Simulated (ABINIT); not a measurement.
HfO2:

```
CELL_PARAMETERS angstrom
0.00000 2.55750 2.55750
2.55750 0.00000 2.55750
2.55750 2.55750 0.00000
ATOMIC_POSITIONS crystal
Hf 0.00000 0.00000 0.00000
O 0.75000 0.75000 0.75000
O 0.25000 0.25000 0.25000
```

Measurements of this composition are mostly on another form, of space group No. 14.

Base run:

```yaml
Program: ABINIT 10.8.3 (patched build)
Functional: PBE
Potentials_or_basis: PseudoDojo NC SR PBE v0.4.1 standard
Cutoff: 952 eV
k_mesh: 7 × 7 × 7
Occupations: fermi-dirac, width 0.05 eV
Spin: no spin polarisation
```

Its results: band gap on the k mesh 3.95 eV, indirect (least direct gap 4.11 eV).

Task: The run is repeated on the same cell with these changes: functional from PBE to LDA; potentials or basis from PseudoDojo NC SR PBE v0.4.1 standard to PseudoDojo NC SR LDA v0.4.1 standard. What comes out?

Result: Band gap on the k mesh 3.74 eV, indirect (least direct gap 3.92 eV).

Caveats: spin-orbit coupling is left out, which moves the levels of the heavy elements; an odd mesh through Γ misses points on the zone boundary, where band edges often lie.
